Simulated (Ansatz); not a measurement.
**How methods differ on CHF3 (trifluoromethane)**

CHF3 has 5 atoms, charge 0, and is taken as a singlet. As SMILES, `FC(F)F`. Geometry: relaxed at PBE0-D4/def2-TZVP.

```tsv
atom	x (Å)	y (Å)	z (Å)
F	-0.6686	-0.3297	1.0792
C	0.0195	0.0564	0.0068
F	1.0474	-0.7738	-0.1575
F	-0.7726	-0.0351	-1.0594
H	0.3744	1.0822	0.1309
```

Each level gives the energy change with the F1–C2 bond stretched from 1.331 to 3.328 Å (eV). The values are calculated.

| level | kind | program | value (eV) | less FCI/STO-3G | CPU time (all runs) |
| --- | --- | --- | --- | --- | --- |
| HF/STO-3G (restricted) | Hartree–Fock | Ansatz | 11.02 | +7.42 | 0.21 s |
| SVWN5/STO-3G (restricted) | LDA | Ansatz | 6.60 | +3.00 | 1.4 s |
| PBE/STO-3G (restricted) | GGA | Ansatz | 5.89 | +2.29 | 2.1 s |
| r2SCAN/STO-3G (restricted) | meta-GGA | Ansatz | 6.32 | +2.72 | 6.6 s |
| r2SCAN0/STO-3G (restricted) | hybrid meta-GGA | Ansatz | 7.62 | +4.02 | 6.4 s |
| wB97M-V/STO-3G (restricted) | range-separated hybrid | Ansatz | 8.17 | +4.57 | 40 s |
| B2PLYP/STO-3G (restricted) | double hybrid | Ansatz | 5.15 | +1.55 | 3.2 s |
| CCSD(T)/STO-3G (restricted) | coupled cluster or CI | Ansatz | 3.34 | -0.26 | 0.48 s |
| FCI/STO-3G | exact in the basis | Ansatz | 3.60 | 0.00 | 58 s |

FCI/STO-3G is exact within its basis and frozen core, so for wave-function methods in that basis the difference is their error; functionals converge differently with the basis, so for them it is only a difference. A spin-restricted reference rises too steeply as a bond breaks; here HF/STO-3G, SVWN5/STO-3G, PBE/STO-3G, r2SCAN/STO-3G, r2SCAN0/STO-3G, wB97M-V/STO-3G, B2PLYP/STO-3G lie well above the multireference or unrestricted value. The first shape isn't each level's own minimum. The values span 3.34 to 11.02 eV. All rows use very small basis sets, so none should be taken for the real molecule's value. Times are those of the runs behind each value, whatever else they computed, on shared processors of several kinds: orders of magnitude only.
